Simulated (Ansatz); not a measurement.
Structure from Materials Project entry mp-1055 (possibly hypothetical), not relaxed further. The listed cell was then made from it by scaling, straining or moving an atom.

An input for CdSe: DFT, PBEsol, PAW with Ansatz's default frozen-core files, scalar-relativistic (Ansatz 0.2.0). The PAW files were made with PBE; their cores are remade for this functional.

```yaml
crystal:
  lattice:
    - [0.0, 2.8157884101, 2.8157884101]
    - [2.8157884101, 0.0, 2.8157884101]
    - [2.8157884101, 2.8157884101, 0.0]
  atoms:
    - { symbol: Cd, position: [0.0, 0.0, 0.0] }
    - { symbol: Se, position: [0.5, 0.5, 0.5] }
kpoints:
  mp_grid: { grid: [11, 11, 11] }
scf:
  occupations: { method: fermi_dirac, width: 0.05 }
hamiltonian:
  xc: pbesol
  pseudopotentials: { kind: paw }
output:
  forces: true
  stress: true
  eigenvalues: true
  efg: { contact_densities: true }
```

The results part of the log:

```
SCF 1 converged in 6 iterations: F = -13609.227325 eV  dr2 = 4.63e-9
  greatest PAW one-centre occupation: 1.000 electrons in one spin orbital (limit 2), on the Cd atom at site 0 (counted from 0), in its partial waves of l = 0
SCF converged after 6 iterations
Free energy (F): -13609.227325 eV
Harris-Foulkes:  -13609.227325 eV  (|F-HF|=3.10e-9)
Internal energy: -13609.223369 eV  (E = F + TS)
E sigma→0 (E₀):  -13609.225347 eV
Entropy (-TS):   -0.003956 eV (-1.978 meV/atom)
Fermi energy:    10.966653 eV
--- Per-component energies (eV) ---
  E_band       = -776.775376
  E_kinetic    = 623.903131
  E_local      = -5358.758116  (includes V_loc(G=0)·N_el)
  E_nonlocal   = -555.487878
  E_hartree    = 2577.829679
  E_xc         = -278.853304
  E_vxc        = -319.232684  (∫ρ·V_xc dr)
  E_paw        = -5882.335712  (= ΣΔE_a)
  E_vpaw       = -322.857835  (= ΣTr[D̂ρ^β])
  E_aug_tail   = -0.000581  (compensation charges beyond the density's cutoff)
  E_ewald      = -4736.870998
  E_core_change = 1.350410  (= ΣΔE_core)
  E_smearing   = -0.003956  (= −TS)
  E_closure    = 0.000000  (closes the sum)
  Σ components = -13609.227325   (vs F -13609.227325, Δ=0.00e0)
--- Forces (eV/Å), atoms counted from 1 ---
  atom   1  Cd    -0.00000000    -0.00000000    -0.00000000
  atom   2  Se     0.00000000    -0.00000000     0.00000000
  max |Σ_I F_I| component: 7.10e-30 eV/Å
--- Stress (GPa, compression-positive) ---
       -0.154715      -0.000000       0.000000
        0.000000      -0.154715      -0.000000
       -0.000000       0.000000      -0.154715
  P = ⅓ Tr σ = -0.1547 GPa (-1.547 kbar)
--- PAW observables at the nuclei: V_zz in 10²¹ V/m², potentials from the cell's mean, atoms counted from 1 ---
  atom   1  Cd V_zz =    +0.000000   η = 0.0000   by run symmetry: forbidden
            electrostatic potential = -7707.359638 V   contact ρ = 1034372.057468 e/Å³
  atom   2  Se V_zz =    +0.000000   η = 0.0000   by run symmetry: forbidden
            electrostatic potential = -4713.176874 V   contact ρ = 262399.893822 e/Å³
--- Band table (eV; the first three rows and the last of 56) ---
  k-point 0: bands = ["-90.9480", "-52.0483", "-52.0483", "-52.0483", "-36.0058", "-36.0058", "-36.0021", "-36.0021", "-36.0021", "-2.3856", "2.9244", "2.9244", "2.9445", "2.9445", "2.9445", "10.1922", "10.1922", "10.1922", "11.1382", "19.5707", "19.5707", "19.5707"]
  k-point 1: bands = ["-90.9480", "-52.0484", "-52.0483", "-52.0483", "-36.0058", "-36.0058", "-36.0021", "-36.0021", "-36.0021", "-2.3181", "2.9035", "2.9035", "2.9379", "2.9559", "2.9559", "9.2285", "10.2397", "10.2397", "12.0867", "18.6465", "19.3819", "19.3819"]
  k-point 2: bands = ["-90.9480", "-52.0486", "-52.0484", "-52.0484", "-36.0057", "-36.0057", "-36.0020", "-36.0020", "-36.0020", "-2.1267", "2.8440", "2.8440", "2.9154", "2.9909", "2.9909", "7.9984", "10.3717", "10.3717", "13.2024", "17.6444", "18.4195", "18.4195"]
  k-point 55: bands = ["-90.9480", "-52.0490", "-52.0490", "-52.0487", "-36.0058", "-36.0056", "-36.0020", "-36.0019", "-36.0017", "-1.3572", "2.7945", "2.9205", "2.9708", "3.1668", "3.5432", "7.1633", "7.3318", "8.2142", "13.8564", "16.7693", "18.2037", "18.6150"]
```
